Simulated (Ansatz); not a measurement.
# GaN (F-43m) in Ansatz: a series of runs

The runs below take GaN through band structure, single point, equation of state, with B3LYP.

Program: Ansatz 0.2.0. These are calculated values, not measurements. Logs are shortened: lines on timing, memory, paths and dates and some standing lists are left out, and cuts for length are marked.

**Measured values to compare with.**

A printed reference work, textbook reports, for a bulk crystal of GaN at 0 K: band gap 3.299 eV (direct).

The runs below are set against these values where they give the same quantity.

**1. The crystal as given**

The structure is cubic, space group F-43m (No. 216). The conventional cell has a = 4.507 Å, b = 4.507 Å, c = 4.507 Å, α = 90.00°, β = 90.00°, γ = 90.00°. Around Ga (site symmetry -43m) lie 4 N at 1.95 Å. Around N (site symmetry -43m) lie 4 Ga at 1.95 Å.

The cell is a database's computed one.

**2. Band structure, B3LYP**

Contents of input.yaml:

```yaml
crystal:
  lattice:
    - [0.0, 2.2535006075, 2.2535006075]
    - [2.2535006075, 0.0, 2.2535006075]
    - [2.2535006075, 2.2535006075, 0.0]
  atoms:
    - { symbol: Ga, position: [0.0, 0.0, 0.0] }
    - { symbol: "N", position: [0.25, 0.25, 0.25] }
hamiltonian:
  xc: b3lyp
  pseudopotentials: { kind: paw }
kpoints:
  mp_grid: { grid: [6, 6, 6] }
  band_path:
    path:
      - [[0.0, 0.0, 0.0], [0.5, 0.0, 0.5], [0.5, 0.25, 0.75], [0.375, 0.375, 0.75], [0.0, 0.0, 0.0], [0.5, 0.5, 0.5], [0.625, 0.25, 0.625], [0.5, 0.25, 0.75], [0.5, 0.5, 0.5], [0.375, 0.375, 0.75]]
      - [[0.625, 0.25, 0.625], [0.5, 0.0, 0.5]]
    npoints: 4
scf:
  occupations: { method: fermi_dirac, width: 0.05 }
  n_extra_bands: 6
output:
  forces: true
  stress: true
  eigenvalues: true
  fatbands: false
```

Potentials or basis: Ansatz PAW.

The run is started by

```sh
ansatz run input.yaml --threads 2 --pin off --max-ram 5632MiB --backend cpu --events-out ev --progress --plain --runs-dir out
```

Output:

```text
Warning: output.stress: scf.convergence.dr2_threshold = 1e-7 eV (the SCF's general default) is looser than the 2e-10 eV advised for a printed stress (1e-10 eV for each atom of the cell: 2). What an SCF threshold leaves in a stress goes as its square root, and in the free energy as the threshold itself, and one threshold admits the most on a small cell: of the crystals measured, under no hybrid functional and no lock of the moments, on runs that ended without the residual-converged pass, on stresses that held no estimate of that error, the worst erred by over 100 MPa in a component at 1e-7 eV an atom and by under 5 at 1e-10. Set scf.convergence.dr2_threshold to 2e-10 eV or tighter. The threshold is an SCF's pass mark: one that does not reach it within its budget of iterations ends unconverged, or closes short of it on a stop that the run arms, and scf.convergence.dr2_threshold's page says what that costs each kind of run
Warning: output.stress: scf.exx.energy_threshold = 1e-6 eV is looser than the 2e-8 eV advised for a stress under a hybrid functional (1e-8 eV for each atom of the cell: 2). Every SCF of the exchange loop can meet its threshold on dr2 while the loop round them stops early: no threshold on dr2 bounds what that leaves in the stress. Set scf.exx.energy_threshold to 2e-8 eV or tighter. The threshold is the loop's pass mark: a loop that does not reach it within its budget of cycles ends unconverged, and scf.exx.energy_threshold's page has the law
Warning: RAYON_NUM_THREADS=2 ignored (pool sized by the plan → 2); use --threads N
scf.n_extra_bands = 6 over 9 filled bands (N_el = 18.0): the run solves 15 bands
Engine: ansatz 0.2.0, aarch64-unknown-linux-gnu
Pseudopotentials: kind: paw
Pseudopotential: Ga, paw, valence charge 13, recommended cutoff 420 eV (normal), Ga.paw.azcp
Pseudopotential: N, paw, valence charge 5, recommended cutoff 420 eV (normal), N.paw.azcp
Functional definition: B3LYP
  parameter a0 = 0.2
  parameter ax = 0.72
  parameter ac = 0.81
  exchange = (1 - a0 - ax)*slater_x + ax*b88_x + a0*exact_x
  correlation = (1 - ac)*vwn_rpa_c + ac*lyp_c
Crystal: 2 atoms, lattice volume = 22.888 Å³
Basis set: ecut = 420 eV, 459 PW (Γ), exchange–correlation on 48×48×48 points (8 copies of the dense FFT grid, shifted against one another)
Bands: 15, of which v1, the nominal top of the filled ones, is band 9 counted from 1 (8 counted from 0)
Symmetry: 24 space group operations
Space group: F-43m (ITA 216), of the structure as read, at distance tolerance 2.8e-5 Å
k-points: 16 of 216 (time reversal used)
Non-local potential: Ga, projectors of the file, l = 0: 2, l = 1: 2, l = 2: 3, l = 3: 1
Non-local potential: N, projectors of the file, l = 0: 2, l = 1: 2, l = 2: 1
PAW form: soft (Blöchl's): semilocal exchange-correlation on the pseudo side does not see the compensation charge
PAW frozen core: Ga, regenerated for the run's functional, and the local potential with it (the file was generated under x = pbe(κ = 0.804, μ = 0.2195149727645171), c = pbe(β = 0.06672455060314922))
PAW frozen core: N, regenerated for the run's functional, and the local potential with it (the file was generated under x = pbe(κ = 0.804, μ = 0.2195149727645171), c = pbe(β = 0.06672455060314922))
PAW one-centre angular grid: Ga, 590 points (default); XC on 64 Gauss nodes
PAW one-centre angular grid: N, 110 points (default); XC on 64 Gauss nodes
Initial density: superposition of atomic densities (neutral atoms: chi_scale 0, normalization atom), corrected by the library's trained network
Initial wavefunctions: pseudopotential atomic-orbital guess
Functional: x = 0.1 slater + 0.9 b88, c = 0.19 vwn_rpa + 0.81 lyp, warm-up for x = 0.08 slater + 0.72 b88 + 0.2 exact, c = 0.19 vwn_rpa + 0.81 lyp
SCF iter   1: F=—  HF=-4177.145677 eV  |F-HF|=—  |Δ(HF+E_count)|=         —  Δρ=1.62e-2  dr2=5.14e-2  ethr=1.77e-3  ⟨swp⟩=9.2  Hψ=1128  notcnv=0
preconditioner: auto → none  [insulator: Δε(μ)=1.927 eV  Ē_g=21.732 eV  σ=0.050 eV  W_gap=1.00  n_scr=8 (ndim 8)  ℏωp=32.9 eV  f_vac=0.001  D(μ)=0.00/eV (n_scr^D=0)]
SCF iter   2: F=—  HF=-4177.132277 eV  |F-HF|=—  |Δ(HF+E_count)|=   1.34e-2  Δρ=5.50e-3  dr2=6.42e-3  ethr=2.86e-4  ⟨swp⟩=3.2  Hψ=512  notcnv=0  defer=5
iter 3 solved again at ethr=1.15e-7 eV; its pass at ethr=3.57e-5 eV (dr2=2.08e-5 eV) is discarded
SCF iter   3: F=-4177.130633 eV  HF=-4177.130630 eV  |F-HF|=2.67e-6  |Δ(HF+E_count)|=   1.65e-3  Δρ=4.73e-4  dr2=2.17e-5  ethr=1.15e-7  ⟨swp⟩=3.7  Hψ=1039  notcnv=0  defer=1
SCF 1 stopped early in 3 iterations: F = -4177.130633 eV  dr2 = 2.17e-5
Initial density: handed on by an earlier stage of this run
Initial wavefunctions: those handed on with the density
Functional: x = 0.08 slater + 0.72 b88 + 0.2 exact, c = 0.19 vwn_rpa + 0.81 lyp
Frozen-core exchange: fock
SCF iter   1: F=—  HF=-4178.203537 eV  |F-HF|=—  |Δ(HF+E_count)|=         —  Δρ=1.38e-2  dr2=1.79e-2  ethr=1.21e-6  ⟨swp⟩=6.7  Hψ=1136  notcnv=0
preconditioner: auto → none  [insulator: Δε(μ)=3.346 eV  Ē_g=24.970 eV  σ=0.050 eV  W_gap=1.00  n_scr=8 (ndim 8)  ℏωp=32.9 eV  f_vac=0.004  D(μ)=0.00/eV (n_scr^D=0)]
SCF iter   2: F=—  HF=-4178.195411 eV  |F-HF|=—  |Δ(HF+E_count)|=   8.13e-3  Δρ=3.55e-3  dr2=2.12e-3  ethr=1.21e-6  ⟨swp⟩=4.0  Hψ=768  notcnv=0
SCF iter   3: F=—  HF=-4178.200653 eV  |F-HF|=—  |Δ(HF+E_count)|=   5.24e-3  Δρ=3.48e-3  dr2=1.13e-3  ethr=1.21e-6  ⟨swp⟩=4.1  Hψ=703  notcnv=0  defer=1
SCF iter   4: F=—  HF=-4178.200475 eV  |F-HF|=—  |Δ(HF+E_count)|=   1.78e-4  Δρ=1.24e-3  dr2=1.22e-4  ethr=1.21e-6  ⟨swp⟩=3.0  Hψ=483  notcnv=0
SCF iter   5: F=-4178.200547 eV  HF=-4178.200552 eV  |F-HF|=4.92e-6  |Δ(HF+E_count)|=   7.75e-5  Δρ=2.09e-4  dr2=5.40e-6  ethr=6.36e-7  ⟨swp⟩=2.5  Hψ=395  notcnv=0  defer=2
SCF 2 stopped early in 5 iterations: F = -4178.200547 eV  dr2 = 5.40e-6
hybrid outer 1: dexx = +5.833e-3 eV, tail = 2.64e-5 eV
Frozen-core exchange: fock
SCF iter   1: F=—  HF=-4178.200431 eV  |F-HF|=—  |Δ(HF+E_count)|=         —  Δρ=2.46e-5  dr2=9.47e-8  ethr=7.33e-7  ⟨swp⟩=5.3  Hψ=617  notcnv=0
preconditioner: auto → none  [insulator: Δε(μ)=3.383 eV  Ē_g=24.835 eV  σ=0.050 eV  W_gap=1.00  n_scr=8 (ndim 8)  ℏωp=32.9 eV  f_vac=0.004  D(μ)=0.00/eV (n_scr^D=0)]
SCF iter   2: F=—  HF=-4178.200432 eV  |F-HF|=—  |Δ(HF+E_count)|=   8.02e-7  Δρ=2.09e-5  dr2=4.65e-8  ethr=2.36e-10  ⟨swp⟩=5.1  Hψ=792  notcnv=0  defer=4
SCF iter   3: F=-4178.200431 eV  HF=-4178.200431 eV  |F-HF|=7.09e-10  |Δ(HF+E_count)|=   1.24e-8  Δρ=5.93e-6  dr2=4.30e-9  ethr=2.36e-10  ⟨swp⟩=3.1  Hψ=427  notcnv=0  defer=2
SCF 3 converged in 3 iterations: F = -4178.200431 eV  dr2 = 4.30e-9
  Residual-converged pass: ⟨swp⟩=3.0  Hψ=500  notcnv=0  max |occ|·‖R‖ = 1.7e-6 eV (tolerance 2.4e-6 eV)  dr2=4.18e-9  dr2_onsite=5.12e-10  max |Δocc| = 4.9e-23
hybrid outer 2: dexx = +3.143e-7 eV, tail = 1.24e-8 eV, Δε = 5.56e-3 eV (about 1.65e-4 eV left of the loop's levels)
NSCF: frozen V_eff on 42 k-points
hybrid SCF converged: 2 outer / 8 inner (+3 warm-up), last move |dexx| = 3.14e-7 eV, tail = 1.24e-8 eV
Stability not checked: this state was not tested for a lower state beside it, because the functional holds exact exchange (a hybrid, or Hartree-Fock), whose exchange loop this test does not read (fock_operator; see scf.lower_state_search)
Free energy (F): -4178.200431 eV
Frozen-core exchange: fock
Harris-Foulkes:  -4178.200431 eV  (|F-HF|=7.09e-10)
Internal energy: -4178.200431 eV  (E = F + TS)
E sigma→0 (E₀):  -4178.200431 eV
Fermi energy:    10.579992 eV
--- Per-component energies (eV) ---
  E_band       = -42.611301
  E_kinetic    = 247.891652
  E_local      = -1953.311493  (includes V_loc(G=0)·N_el)
  E_nonlocal   = 472.809943
  E_hartree    = 903.308980
  E_xc         = -104.941111
  E_vxc        = -108.374327  (∫ρ·V_xc dr)
  E_exx        = -55.587709  (= α·E_x^exact, valence–valence)
  E_paw        = -2101.097223  (= ΣΔE_a)
  E_vpaw       = -397.070583  (= ΣTr[D̂ρ^β])
  E_aug_tail   = 0.000127  (compensation charges beyond the density's cutoff)
  E_ewald      = -1587.434954
  E_core_change = 0.161349  (= ΣΔE_core)
  E_smearing   = -0.000000  (= −TS)
  E_closure    = 0.000007  (closes the sum)
  Σ components = -4178.200431   (vs F -4178.200431, Δ=0.00e0)
--- Forces (eV/Å), atoms counted from 1 ---
  atom   1  Ga     0.00000000    -0.00000000     0.00000000
  atom   2  N     -0.00000000     0.00000000    -0.00000000
  max |Σ_I F_I| component: 3.70e-17 eV/Å
--- Stress (GPa, compression-positive) ---
        3.974157      -0.000000      -0.000000
       -0.000000       3.974157       0.000000
       -0.000000       0.000000       3.974157
  P = ⅓ Tr σ = 3.9742 GPa (39.742 kbar)
--- Band table (eV; the first three rows and the last of 16) ---
  k-point 0: bands = ["-8.2226", "-6.5786", "-6.5786", "-6.5786", "-6.2719", "-6.2719", "8.8604", "8.8604", "8.8604", "12.2438", "21.0720", "21.0720", "21.0720", "28.6799", "29.8129"]
  k-point 1: bands = ["-8.0027", "-6.5471", "-6.5471", "-6.3635", "-6.2734", "-6.2734", "6.5094", "8.5717", "8.5717", "13.8834", "20.0573", "21.4527", "21.4527", "27.7647", "27.7647"]
  k-point 2: bands = ["-7.7660", "-6.5038", "-6.5038", "-6.2550", "-6.2550", "-5.4248", "3.1973", "8.0596", "8.0596", "15.1101", "19.5459", "21.4222", "21.4222", "26.6482", "28.5993"]
  k-point 15: bands = ["-7.6513", "-6.4350", "-6.3923", "-6.2906", "-6.2370", "-3.7821", "2.6902", "5.2413", "5.3083", "15.9499", "18.6998", "22.2959", "22.2989", "25.8326", "31.6369"]
```

Run time: 2 min. Hardware: 2 threads of Arm Neoverse V1, shared host; peak memory 0.75 GiB.

Results:

```yaml
Free_energy: -4178.2004 eV
Pressure: 4.0 GPa
Band_gap_on_the_k_mesh: 3.38 eV, direct
Band_gap_along_the_path: 3.38 eV, direct
```

Levels at the corners of the path, in eV from the valence-band top:
```tsv
point	band 7	band 8	band 9	band 10	band 11	band 12
Γ	0.00	0.00	0.00	3.38	12.21	12.21
X	-6.50	-2.85	-2.85	5.07	8.48	13.92
W	-6.02	-3.91	-3.76	8.07	10.39	12.27
K	-6.20	-4.45	-2.29	6.78	9.82	13.22
Γ	0.00	0.00	0.00	3.38	12.21	12.21
L	-7.40	-1.03	-1.03	6.42	10.85	12.27
U	-6.20	-4.45	-2.29	6.78	9.82	13.22
W	-6.02	-3.91	-3.76	8.07	10.39	12.27
L	-7.40	-1.03	-1.03	6.42	10.85	12.27
K	-6.20	-4.45	-2.29	6.78	9.82	13.22
U	-6.20	-4.45	-2.29	6.78	9.82	13.22
X	-6.50	-2.85	-2.85	5.07	8.48	13.92
```

Caveat: the pressure holds a Pulay correction of +0.6 GPa for the finite cutoff; the PAW data sets come from PBE, with cores solved anew for the run's functional, which leaves a small shift of forces and pressure; the thresholds are loose for stress.

[end of part 1 of 2]
